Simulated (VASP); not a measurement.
The system is LiH.

```
Li H
1.0
     2.50699    0.00000    0.00000
     0.00000    2.50699    0.00000
     0.00000    0.00000    2.50699
Li H
1 1
Direct
  0.50000 0.50000 0.50000
  0.00000 0.00000 0.00000
```

The cell was built by a generator and needn't be a form met in nature.

Base run:

```yaml
Program: VASP 6.6.1
Functional: PBE0(alpha)
Potentials_or_basis: VASP PAW PBE potentials, release 64 (Li_sv, H)
Cutoff: 520 eV
k_mesh: 6 × 6 × 6
Occupations: fermi-dirac, width 0.05 eV
Spin: no spin polarisation
```

Its results: band gap on the k mesh 2.19 eV, indirect (least direct gap 6.01 eV).

**Question.** After a change of settings the same cell gave: band gap on the k mesh 3.09 eV, indirect (least direct gap 7.12 eV). Which change was it?
A. share of exact exchange from 0.25 to 0.4
B. share of exact exchange from 0.25 to 0.15
C. share of exact exchange from 0.25 to 0.1
D. share of exact exchange from 0.25 to 0.3

**Answer.** A.
